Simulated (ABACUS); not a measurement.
# Mo (Im-3m) in ABACUS: further runs

The runs below take Mo through single point, with PBE, RPBE.

Program: ABACUS 3.10.1. These are calculated values, not measurements. Logs are shortened: lines on timing, memory, paths and dates and some standing lists are left out, and cuts for length are marked.

### 1 The crystal as given

Symmetry: Im-3m, No. 229, cubic system. Conventional cell: a = 3.168 Å, b = 3.168 Å, c = 3.168 Å, α = 90.00°, β = 90.00°, γ = 90.00°. Mo (site symmetry m-3m) has 8 Mo at 2.74 Å as nearest neighbours.

### 2 Single point, PBE

INPUT reads:

```
INPUT_PARAMETERS
suffix              Mo
calculation         scf
basis_type          lcao
pseudo_dir          ./
orbital_dir         ./
symmetry            1
dft_functional      pbe
ecutwfc             100
pseudo_rcut         10
nspin               1
nbands              11
ks_solver           genelpa
smearing_method     fd
smearing_sigma      0.00367493
scf_thr             1e-07
scf_nmax            100
mixing_type         broyden
mixing_beta         0.7
cal_force           1
cal_stress          1
out_mul             1
```

STRU reads:

```
ATOMIC_SPECIES
Mo 95.9500 Mo.upf

NUMERICAL_ORBITAL
Mo_confined-atom_7au_3s2p2d1f.orb

LATTICE_CONSTANT
1.8897261246

LATTICE_VECTORS
-1.5838089719 1.5838089719 1.5838089719
1.5838089719 -1.5838089719 1.5838089719
1.5838089719 1.5838089719 -1.5838089719

ATOMIC_POSITIONS
Direct

Mo
0.0
1
0.0000000000 0.0000000000 0.0000000000 1 1 1
```

KPT reads:

```
K_POINTS
0
Gamma
12 12 12 0 0 0
```

Potentials or basis: PseudoDojo NC SR 0.4.1 PBE standard, DZP LCAO (the cutoffs set its grid).

Started as:

```sh
OMP_NUM_THREADS=1 mpirun -np 4 abacus > log
```

running log:

```text
ABACUS v3.10.1

               Atomic-orbital Based Ab-initio Computation at UStc

 ------------------------------------------------------------------------------------

 READING GENERAL INFORMATION
                           global_out_dir = OUT.Mo/
                           global_in_card = INPUT
                               pseudo_dir = ./
                              orbital_dir = ./
                                    DSIZE = 4
                                    GSIZE = 1

 READING UNITCELL INFORMATION
                                    ntype = 1
                  lattice constant (Bohr) = 1.88973
              lattice constant (Angstrom) = 1

 READING ATOM TYPE 1
                               atom label = Mo
                      L=0, number of zeta = 3
                      L=1, number of zeta = 2
                      L=2, number of zeta = 2
                      L=3, number of zeta = 1
             number of atom for this type = 1

                        TOTAL ATOM NUMBER = 1
DIRECT COORDINATES
    atom                   x                   y                   z     mag                  vx                  vy                  vz
taud_Mo1            0.0000000000        0.0000000000        0.0000000000  0.0000        0.0000000000        0.0000000000        0.0000000000

                          Volume (Bohr^3) = 107.242
                             Volume (A^3) = 15.8916

 Lattice vectors: (Cartesian coordinate: in unit of a_0)
             -1.58381            +1.58381            +1.58381
             +1.58381            -1.58381            +1.58381
             +1.58381            +1.58381            -1.58381
 Reciprocal vectors: (Cartesian coordinate: in unit of 2 pi/a_0)
                   +0           +0.315695           +0.315695
            +0.315695                  +0           +0.315695
            +0.315695           +0.315695                  +0
 The esolver type has been set to : ksdft_lcao

                PAO radial cut off (Bohr) = 10

 Read in pseudopotential file is Mo.upf
                     pseudopotential type = NC
          exchange-correlation functional = PBE
                 nonlocal core correction = 1
                        valence electrons = 14
                                     lmax = 2
                           number of zeta = 4
[... 5 lines left out ...]
                           L of projector = 2
                           L of projector = 2
     initial pseudo atomic orbital number = 10

 SETUP THE ELECTRONS NUMBER
            electron number of element Mo = 14
      total electron number of element Mo = 14
            AUTOSET number of electrons:  = 14
                           occupied bands = 7
                                   NLOCAL = 26
                                   NBANDS = 11
                                   NBANDS = 11
                                   NLOCAL = 26

%%%%%%%%%%%%%%%%%%%%%%%%%%%%%%%%%%%%%%%%%%%%%%%%%%%%%%%%%%%%%%%%%%%%%%%%%%%%%%%%%%%%%%%%%%%%%%%%%%%%%%%%%%
 Warning: the number of valence electrons in pseudopotential > 6 for Mo: [Kr] 4d5 5s1
 Pseudopotentials with additional electrons can yield (more) accurate outcomes, but may be less efficient.
 If you're confident that your chosen pseudopotential is appropriate, you can safely ignore this warning.
%%%%%%%%%%%%%%%%%%%%%%%%%%%%%%%%%%%%%%%%%%%%%%%%%%%%%%%%%%%%%%%%%%%%%%%%%%%%%%%%%%%%%%%%%%%%%%%%%%%%%%%%%%

 SETUP THE PLANE WAVE BASIS
 energy cutoff for charge/potential (unit:Ry) = 400
            fft grid for charge/potential = [ 36, 36, 36 ]
                        fft grid division = [ 3, 3, 3 ]
        big fft grid for charge/potential = [ 12, 12, 12 ]
                                     nbxx = 432
                                     nrxx = 11664

 SETUP PLANE WAVES FOR CHARGE/POTENTIAL
                    number of plane waves = 14579
                         number of sticks = 809

 PARALLEL PW FOR CHARGE/POTENTIAL
     PROC   COLUMNS(POT)             PW
        1            203           3646
        2            202           3645
        3            202           3644
        4            202           3644
 --------------- sum -------------------
        4            809          14579
                            number of |g| = 168
                                  max |g| = 36.078
                                  min |g| = 0

----------- Double Check Mixing Parameters Begin ------------
mixing_type: broyden
mixing_beta: 0.7
mixing_gg0: 1
mixing_gg0_min: 0.1
mixing_ndim: 8
[... 40 lines left out ...]
(for k-lattice: )
                             BRAVAIS TYPE = 3
                     BRAVAIS LATTICE NAME = 03. Cubic F (face-centered)
                                    ibrav = 3
                       right hand lattice = 1
                        ROTATION MATRICES = 48
                               nkstot_ibz = 72
K-POINTS REDUCTION ACCORDING TO SYMMETRY
     IBZ    DIRECT_X    DIRECT_Y    DIRECT_Z  WEIGHT  ibz2bz
       1  0.00000000  0.00000000  0.00000000  0.0006       0
       2 -0.08333333  0.08333333  0.00000000  0.0069       1
       3 -0.16666667  0.16666667  0.00000000  0.0069       2
       4 -0.25000000  0.25000000  0.00000000  0.0069       3
       5 -0.33333333  0.33333333  0.00000000  0.0069       4
       6 -0.41666667  0.41666667  0.00000000  0.0069       5
[... 22 lines left out ...]
      29 -0.16666667  0.16666667  0.08333333  0.0139     178
      30  0.41666667  0.25000000  0.25000000  0.0139     183
[... 42 further k points ...]

                               nkstot now = 72
[... K-POINTS DIRECT COORDINATES: 72 rows ...]

           k-point number in this process = 72
       minimum distributed K point number = 72
[... stars of the k points ...]

[... K-POINTS CARTESIAN COORDINATES: 72 rows ...]

[... K-POINTS DIRECT COORDINATES: 72 rows ...]

 SETUP PLANE WAVES FOR WAVE FUNCTIONS
     energy cutoff for wavefunc (unit:Ry) = 100
              fft grid for wave functions = [ 36, 36, 36 ]
                    number of plane waves = 3043
                         number of sticks = 281

 PARALLEL PW FOR WAVE FUNCTIONS
     PROC   COLUMNS(POT)             PW
        1             70            760
        2             70            760
        3             71            762
        4             70            761
 --------------- sum -------------------
        4            281           3043

 SET NONLOCAL PSEUDOPOTENTIAL PROJECTORS
 max number of nonlocal projetors among all species is 6

 -------------------------------------------
 SELF-CONSISTENT
 -------------------------------------------

 SETUP SEARCHING RADIUS FOR PROGRAM TO SEARCH ADJACENT ATOMS
                  longest orb rcut (Bohr) = 7
   longest nonlocal projector rcut (Bohr) = 1.5
                     search radius (Bohr) = 17
              searching radius is (Bohr)) = 17
         searching radius unit is (Bohr)) = 1.89
                         PeriodicBoundary = 1
                        Radius(unit:lat0) = 9
                                   glayer = [ 6, 6, 6 ]
                             glayer_minus = [ 5, 5, 5 ]

Find the coordinate range of the input atom(unit:lat0).
                                  min_tau = [ -23.8, -23.8, -23.8 ]
                                  max_tau = [ 23.8, 23.8, 23.8 ]
                                BoxNumber = [ 11, 11, 11 ]

 SETUP EXTENDED REAL SPACE GRID FOR GRID INTEGRATION
                          real space grid = [ 36, 36, 36 ]
                 big cell numbers in grid = [ 12, 12, 12 ]
             meshcell numbers in big cell = [ 3, 3, 3 ]
                        extended fft grid = [ 20, 20, 20 ]
                dimension of extened grid = [ 53, 53, 53 ]
                            UnitCellTotal = 125
              Atom number in sub-FFT-grid = 1
    Local orbitals number in sub-FFT-grid = 26
                                ParaV.nnr = 25181
                                 init_chg = atomic

 LCAO ALGORITHM --------------- ION=   1  ELEC=   1--------------------------------

 Density error is 0.0945660437726
----------------------------------------------------------
     Energy           Rydberg                 eV
----------------------------------------------------------
 E_KohnSham     -140.5269867891      -1911.9677431018
 E_Harris       -142.8858267841      -1944.0614077050
 E_Fermi        1.6062165092         21.8536967462
----------------------------------------------------------
[... 58 lines left out ...]
 Density error is 2.50699291238e-08
----------------------------------------------------------
     Energy           Rydberg                 eV
----------------------------------------------------------
 E_KohnSham     -140.5523250752      -1912.3124881710
 E_KS(sigma->0) -140.5522298704      -1912.3111928439
 E_Harris       -140.5523255746      -1912.3124949656
 E_band         -4.1976567927        -57.1120506298
 E_one_elec     -18.7516542961       -255.1293453536
 E_Hartree      17.9612849678        244.3758189632
 E_xc           -20.6007142249       -280.2870963282
 E_Ewald        -119.1610511124      -1621.2692747982
 E_entropy(-TS) -0.0001904095        -0.0025906542
 E_descf        0.0000000000         0.0000000000
 E_exx          0.0000000000         0.0000000000
 E_Fermi        1.5375195728         20.9190269764
----------------------------------------------------------

 charge density convergence is achieved
 final etot is -1912.3124882 eV
 EFERMI = 20.919026976 eV

 STATE ENERGY(eV) AND OCCUPATIONS    NSPIN == 1
 1/72 kpoint (Cartesian) = 0.0000 0.0000 0.0000 (470 pws)
       1       -40.3865     0.00115741
       2       -13.6765     0.00115741
       3       -13.6765     0.00115741
       4       -13.6765     0.00115741
       5        13.8215     0.00115741
       6        19.6298     0.00115741
       7        19.6298     0.00115741
       8        19.6298     0.00115741
       9        22.6226    1.84563e-18
      10        22.6226    1.84563e-18
      11        35.9108        0.00000
[... 53 lines left out ...]
 6/72 kpoint (Cartesian) = 0.13154 -0.13154 0.0000 (463 pws)
       1       -40.1577      0.0138889
       2       -14.9156      0.0138889
       3       -14.0714      0.0138889
       4       -13.6860      0.0138889
       5        15.8500      0.0138889
       6        17.7479      0.0138889
       7        21.6462    6.71122e-09
       8        22.6731    8.06799e-18
       9        23.1289    8.86226e-22
      10        24.9347    1.83047e-37
      11        33.2200        0.00000

[... levels at 66 further k points ...]

 correction force for each atom along direction 1 is -2.03520e-13
 correction force for each atom along direction 2 is 2.08455e-14
 correction force for each atom along direction 3 is -6.50929e-14
------------------------------------------------------------------------------------------
 TOTAL-FORCE (eV/Angstrom)
------------------------------------------------------------------------------------------
                       Mo1         0.0000000000         0.0000000000         0.0000000000
------------------------------------------------------------------------------------------

----------------------------------------------------------------
 TOTAL-STRESS (KBAR)
----------------------------------------------------------------
       -10.7352481357         0.0000000000        -0.0000000000
         0.0000000000       -10.7352481357         0.0000000000
        -0.0000000000        -0.0000000000       -10.7352481357
----------------------------------------------------------------
 TOTAL-PRESSURE: -10.735248 KBAR

 --------------------------------------------
 !FINAL_ETOT_IS -1912.3124881710166392 eV
 --------------------------------------------
```

Wall time 4.7 s (4 MPI ranks of Intel Xeon Platinum 8259CL at 2.50GHz (Skylake/Cascade Lake), shared host); peak memory 0.36 GiB.

What came out:

```yaml
Free_energy: -1912.3125 eV
Pressure: -1.1 GPa
Band_gap_on_the_k_mesh: none (metal or under the smearing width)
```

Caveat: the atomic orbitals were generated for these runs and aren't a published set; the basis of atomic orbitals isn't converged, which shifts pressures, moduli and gaps.

### 3 Single point, PBE (cell strained at random at fixed volume)

INPUT is that of step 2.

STRU reads:

```
ATOMIC_SPECIES
Mo 95.9500 Mo.upf

NUMERICAL_ORBITAL
Mo_confined-atom_7au_3s2p2d1f.orb

LATTICE_CONSTANT
1.8897261246

LATTICE_VECTORS
-1.5943890000 1.5912960000 1.5845360000
1.6123860000 -1.5430600000 1.5542960000
1.6065880000 1.5552580000 -1.5362990000

ATOMIC_POSITIONS
Direct

Mo
0.0
1
-0.0048930000 -0.0285050000 -0.0279780000 1 1 1
```

KPT is that of step 2.

Potentials or basis: PseudoDojo NC SR 0.4.1 PBE standard, DZP LCAO (the cutoffs set its grid).

Started as:

```sh
OMP_NUM_THREADS=1 mpirun -np 4 abacus > log
```

It took 14 s on 4 MPI ranks of Intel Xeon Platinum 8259CL at 2.50GHz (Skylake/Cascade Lake), shared host; peak memory 0.48 GiB.

It converged, with:

- Free energy: -1912.2999 eV
- Pressure: -0.8 GPa
- Band gap on the k mesh: none (metal or under the smearing width)

Stress tensor (GPa, compression positive):
```
-6.15 -0.85 -1.29
-0.85  1.38 -3.28
-1.29 -3.28  2.28
```

Caveat: the atomic orbitals were generated for these runs and aren't a published set; the basis of atomic orbitals isn't converged, which shifts pressures, moduli and gaps.

### 4 Single point, PBE

INPUT: that of step 3 with these lines changed.

```diff
@@ -11,3 +11,3 @@
 nspin               1
-nbands              11
+nbands              10
 ks_solver           genelpa
```

STRU reads:

```
ATOMIC_SPECIES
Mo 95.9500 Mo.upf

NUMERICAL_ORBITAL
Mo_confined-atom_7au_2s1p1d.orb

LATTICE_CONSTANT
1.8897261246

LATTICE_VECTORS
-1.5838089719 1.5838089719 1.5838089719
1.5838089719 -1.5838089719 1.5838089719
1.5838089719 1.5838089719 -1.5838089719

ATOMIC_POSITIONS
Direct

Mo
0.0
1
0.0000000000 0.0000000000 0.0000000000 1 1 1
```

KPT is that of step 3.

Potentials or basis: PseudoDojo NC SR 0.4.1 PBE standard, SZ LCAO (the cutoffs set its grid).

Started as:

```sh
OMP_NUM_THREADS=1 mpirun -np 4 abacus > log
```

Wall time 2 s (4 MPI ranks of Intel Xeon Platinum 8259CL at 2.50GHz (Skylake/Cascade Lake), shared host); peak memory 0.4 GiB.

These settings aren't checked as converged: the numbers below hold their error.

Results:

* Free energy: -1911.2982 eV
* Pressure: -2.7 GPa
* Band gap on the k mesh: none (metal or under the smearing width)

Caveat: the atomic orbitals were generated for these runs and aren't a published set; the basis of atomic orbitals isn't converged, which shifts pressures, moduli and gaps.

### 5 Single point, RPBE

run_abacus.py reads:

```python
"""ABACUS run from a structure file: ASE reads it, the script writes STRU, KPT and INPUT."""
import re
import subprocess
from ase.io import read
from ase.units import Bohr

atoms = read("POSCAR")
atoms = atoms[(-atoms.numbers).argsort(kind="stable")]  # ABACUS lists atoms element by element
pseudo = {'Mo': 'Mo.upf'}
orbital = {}
magmoms = None
kmesh = [10, 10, 10]
params = {
    'suffix': 'Mo',
    'calculation': 'scf',
    'basis_type': 'pw',
    'pseudo_dir': './',
    'symmetry': 1,
    'dft_functional': 'GGA_X_RPBE+GGA_C_PBE',
    'ecutwfc': 81,
    'pseudo_rcut': 7,
    'nspin': 1,
    'nbands': 17,
    'ks_solver': 'dav',
    'smearing_method': 'fd',
    'smearing_sigma': 0.00367493,
    'scf_thr': 1e-08,
    'scf_nmax': 100,
    'mixing_type': 'broyden',
    'mixing_beta': 0.7,
    'cal_force': 1,
    'cal_stress': 1,
    'out_chg': 1,
    'kpar': 4,
}

symbols = atoms.get_chemical_symbols()
elements = list(dict.fromkeys(symbols))
lines = ["ATOMIC_SPECIES"] + [f"{e} {atoms.get_masses()[symbols.index(e)]:.4f} {pseudo[e]}" for e in elements]
if orbital:
    lines += ["", "NUMERICAL_ORBITAL"] + [orbital[e] for e in elements]
lines += ["", "LATTICE_CONSTANT", f"{1 / Bohr:.10f}", "", "LATTICE_VECTORS"]
lines += [" ".join(f"{x:.10f}" for x in v) for v in atoms.cell]
lines += ["", "ATOMIC_POSITIONS", "Direct"]
for e in elements:
    lines += ["", e, "0.0", str(symbols.count(e))]
    for i, p in enumerate(atoms.get_scaled_positions(wrap=False)):
        if symbols[i] == e:
            mag = "" if magmoms is None else " mag " + " ".join(str(x) for x in (magmoms[i] if isinstance(magmoms[i], list) else [magmoms[i]]))
            lines.append(" ".join(f"{x:.10f}" for x in p) + " 1 1 1" + mag)
open("STRU", "w").write("\n".join(lines) + "\n")
open("KPT", "w").write("K_POINTS\n0\nGamma\n%d %d %d 0 0 0\n" % tuple(kmesh))
open("INPUT", "w").write("INPUT_PARAMETERS\n" + "".join(f"{k:<20s}{v}\n" for k, v in params.items()))

done = subprocess.run(['mpirun', '-np', '4', 'abacus'])
if done.returncode:
    raise SystemExit(done.returncode)
log = open("OUT.Mo/running_scf.log").read()
print("final energy (eV):", re.findall(r"FINAL_ETOT_IS (\S+)", log))
```

POSCAR reads:

```
Mo
1.0
   -1.5838089719      1.5838089719      1.5838089719
    1.5838089719     -1.5838089719      1.5838089719
    1.5838089719      1.5838089719     -1.5838089719
Mo
1
Direct
    0.0000000000      0.0000000000      0.0000000000
```

Potentials or basis: PseudoDojo NC SR 0.4.1 PBE standard, plane waves.

Started as:

```sh
OMP_NUM_THREADS=1 python run_abacus.py > log
```

Run time: 6.6 s. Hardware: 4 MPI ranks of Intel Xeon Platinum 8375C at 2.90GHz (Ice Lake), shared host; peak memory 0.32 GiB.

The run converged. Its results:

```yaml
Free_energy: -1912.7632 eV
Pressure: 1.5 GPa
Band_gap_on_the_k_mesh: none (metal or under the smearing width)
```

Levels at points of the mesh, in eV from the Fermi level:
```
           k point  band 5  band 6  band 7  band 8  band 9  band 10
(0.00, 0.00, 0.00)   -7.27   -1.43   -1.43   -1.43    1.54     1.54
(0.50, 0.50, 0.00)   -5.32   -3.42    1.44    1.55    2.17     4.51
(0.50, 0.50, 0.50)   -5.40   -5.40    3.78    3.78    3.78     8.86
```

Caveat: the potentials were made for another functional, which shifts forces and pressure.

### 6 Overview

| level | potentials or basis | cell | k mesh | cutoff (eV) | orbital files | radial cutoff of the potentials (pseudo_rcut) | SCF threshold on the density | eigensolver | gap on the mesh (eV) | pressure (GPa) |
| --- | --- | --- | --- | --- | --- | --- | --- | --- | --- | --- |
| PBE | PseudoDojo NC SR 0.4.1 PBE standard, DZP LCAO (the cutoffs set its grid) | as given | 12 × 12 × 12 | 1361 | Mo Mo_confined-atom_7au_3s2p2d1f.orb | 10 bohr | 1e-07 | genelpa | none | -1.1 |
| PBE | PseudoDojo NC SR 0.4.1 PBE standard, DZP LCAO (the cutoffs set its grid) | cell strained at random at fixed volume | 12 × 12 × 12 | 1361 | Mo Mo_confined-atom_7au_3s2p2d1f.orb | 10 bohr | 1e-07 | genelpa | none | -0.8 |
| RPBE | PseudoDojo NC SR 0.4.1 PBE standard, plane waves | as given | 10 × 10 × 10 | 1102 | - | 7 bohr | 1e-08 | dav | none | 1.5 |

Alike in all rows: task single point; no spin polarisation; smearing fermi-dirac 0.05 eV.

Caveats: the atomic orbitals were generated for these runs and aren't a published set (some runs); the basis of atomic orbitals isn't converged, which shifts pressures, moduli and gaps (some runs); the potentials were made for another functional, which shifts forces and pressure (some runs).

Total energies depend on the potentials used, so only differences within one code and one set of settings carry meaning.
